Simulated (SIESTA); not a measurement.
A run of SIESTA 5.4.2 is set up as follows.

The input CO2.fdf:

```
SystemName                      CO2
SystemLabel                     CO2
NumberOfSpecies                 2
NumberOfAtoms                   6
%block ChemicalSpeciesLabel
  1   8 O
  2   6 C
%endblock ChemicalSpeciesLabel

LatticeConstant                 1.0 Ang
%block LatticeVectors
     2.6359112300    -2.3873781200     0.0000000000
     2.6359112300     2.3873781200     0.0000000000
     0.0000000000     0.0000000000     6.5871749100
%endblock LatticeVectors
AtomicCoordinatesFormat         Fractional
%block AtomicCoordinatesAndAtomicSpecies
     0.3065085700     0.6934914300     0.6081566100  1  O
     0.6934914300     0.3065085700     0.3918433900  1  O
     0.1934914300     0.8065085700     0.1081566100  1  O
     0.8065085700     0.1934914300     0.8918433900  1  O
     0.5000000000     0.5000000000     0.5000000000  2  C
     0.0000000000     0.0000000000     0.0000000000  2  C
%endblock AtomicCoordinatesAndAtomicSpecies

%block kgrid.MonkhorstPack
    8   0   0  0.0
    0   8   0  0.0
    0   0   4  0.0
%endblock kgrid.MonkhorstPack
XC.Functional                   LDA
XC.Authors                      PW92
PAO.BasisSize                   DZP
PAO.EnergyShift                 0.003 Ry
Mesh.Cutoff                     800 Ry
OccupationFunction              FD
ElectronicTemperature           0.05 eV
MaxSCFIterations                120
SCF.MustConverge                false
SCF.Mixer.Method                Pulay
SCF.Mixer.Weight                0.25
SCF.Mixer.History               8
SCF.DM.Tolerance                5.0e-05
SCF.H.Tolerance                 1.0e-03 eV
WriteForces                     true
Charge.Mulliken                 end
BandLinesScale                  ReciprocalLatticeVectors
%block BandLines
    1    0.000000   0.000000   0.000000  \Gamma
   12    0.455079  -0.455079   0.000000  X
    8    0.000000  -0.500000   0.000000  S
    5    0.000000  -0.500000  -0.500000  R
    8    0.455079  -0.455079  -0.500000  A
   12    0.000000   0.000000  -0.500000  Z
    5    0.000000   0.000000   0.000000  \Gamma
   11   -0.500000  -0.500000   0.000000  Y
    2   -0.455079  -0.544921   0.000000  X1
    5   -0.455079  -0.544921  -0.500000  A1
    2   -0.500000  -0.500000  -0.500000  T
    5   -0.500000  -0.500000   0.000000  Y
    1    0.000000   0.000000  -0.500000  Z
   11   -0.500000  -0.500000  -0.500000  T
%endblock BandLines
```

Potentials or basis: PseudoDojo 0.4 standard (LDA files), DZP (energy shift 0.003 Ry).

Run with:

```console
$ siesta < CO2.fdf > CO2.out 2>&1
```

Task: What does it give for the band gap along the path?

Result: 7.05 eV, indirect (least direct gap 7.61 eV).

Task: What does it give for the pressure?

Result: 3.3 GPa.

Task: Predict the band gap on the k mesh.

Result: 7.05 eV, indirect (least direct gap 7.61 eV).

Task: Estimate the largest force.

Result: 1.915 eV/Å.

Levels at the corners of the path, in eV from the valence-band top:
| point | band 12 | band 13 | band 14 | band 15 | band 16 | band 17 | band 18 | band 19 | band 20 | band 21 |
| --- | --- | --- | --- | --- | --- | --- | --- | --- | --- | --- |
| Γ | -3.50 | -0.97 | -0.93 | -0.61 | -0.56 | 7.05 | 7.05 | 7.54 | 7.68 | 8.59 |
| X | -3.60 | -0.97 | -0.65 | -0.32 | -0.01 | 7.69 | 8.71 | 8.79 | 8.83 | 10.64 |
| S | -3.67 | -0.70 | -0.70 | -0.29 | -0.29 | 7.50 | 7.50 | 8.47 | 8.47 | 9.96 |
| R | -3.58 | -0.77 | -0.77 | -0.24 | -0.24 | 7.56 | 7.56 | 8.51 | 8.51 | 9.88 |
| A | -3.96 | -0.66 | -0.66 | -0.31 | -0.31 | 8.25 | 8.25 | 8.75 | 8.75 | 11.25 |
| Z | -3.55 | -0.79 | -0.79 | -0.73 | -0.73 | 7.35 | 7.35 | 7.84 | 7.84 | 8.14 |
| Γ | -3.50 | -0.97 | -0.93 | -0.61 | -0.56 | 7.05 | 7.05 | 7.54 | 7.68 | 8.59 |
| Y | -3.58 | -1.00 | -0.65 | -0.33 | 0.00 | 7.68 | 8.75 | 8.81 | 8.88 | 10.61 |
| X1 | -3.60 | -0.97 | -0.65 | -0.32 | -0.01 | 7.69 | 8.71 | 8.79 | 8.83 | 10.64 |
| A1 | -3.96 | -0.66 | -0.66 | -0.31 | -0.31 | 8.25 | 8.25 | 8.75 | 8.75 | 11.25 |
| T | -4.03 | -0.68 | -0.68 | -0.31 | -0.31 | 8.26 | 8.26 | 8.78 | 8.78 | 11.30 |
| Y | -3.58 | -1.00 | -0.65 | -0.33 | 0.00 | 7.68 | 8.75 | 8.81 | 8.88 | 10.61 |
| Z | -3.55 | -0.79 | -0.79 | -0.73 | -0.73 | 7.35 | 7.35 | 7.84 | 7.84 | 8.14 |
| T | -4.03 | -0.68 | -0.68 | -0.31 | -0.31 | 8.26 | 8.26 | 8.78 | 8.78 | 11.30 |

Caveat: the basis of atomic orbitals isn't converged, which shifts pressures, moduli and gaps; forces of over 1 eV/Å show positions far from the minimum, so gaps and moduli don't describe the material at rest. LDA gaps usually lie below the measured ones, often by a third to a half.
